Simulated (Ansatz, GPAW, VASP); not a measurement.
One calculation of TePb, 4 ways

```xyz
2
Lattice="0.0000 3.2310 3.2310 3.2310 0.0000 3.2310 3.2310 3.2310 0.0000" Properties=species:S:1:pos:R:3 pbc="T T T"
Pb    0.0000    0.0000    0.0000
Te    3.2310    3.2310    3.2310
```

Alike in all runs: task single point; functional RPBE; k mesh 7 × 7 × 7; occupations gaussian, width 0.1 eV; no spin polarisation; no spin-orbit coupling. Pressure is positive in compression and, in plane waves, holds the error of the finite cutoff, which Ansatz's Pulay term estimates and takes out.

```tsv
program and potentials	plane-wave cutoff (eV)	notes	pressure (GPa)
Ansatz, Ansatz PAW	420	potentials made for PBE, which Ansatz adapts in part; 15 valence electrons an atom on average; Pulay term of +0.02 GPa included	3.65
VASP, PBE PAW files Pb_d, Te, 520 eV	520	potentials made for PBE; 10 valence electrons an atom on average	?
Ansatz, all-electron LAPW, scalar-relativistic	-	-	3.65
GPAW, the program's PAW data sets (release 1.2.1) made for this functional	600	10 valence electrons an atom on average	3.36
```

Task: Estimate from the other rows what the run with VASP, PBE PAW files Pb_d, Te, 520 eV gave.

Result: Pressure 3.60 GPa. The other rows, which needn't bracket it: pressure 3.36 to 3.65.
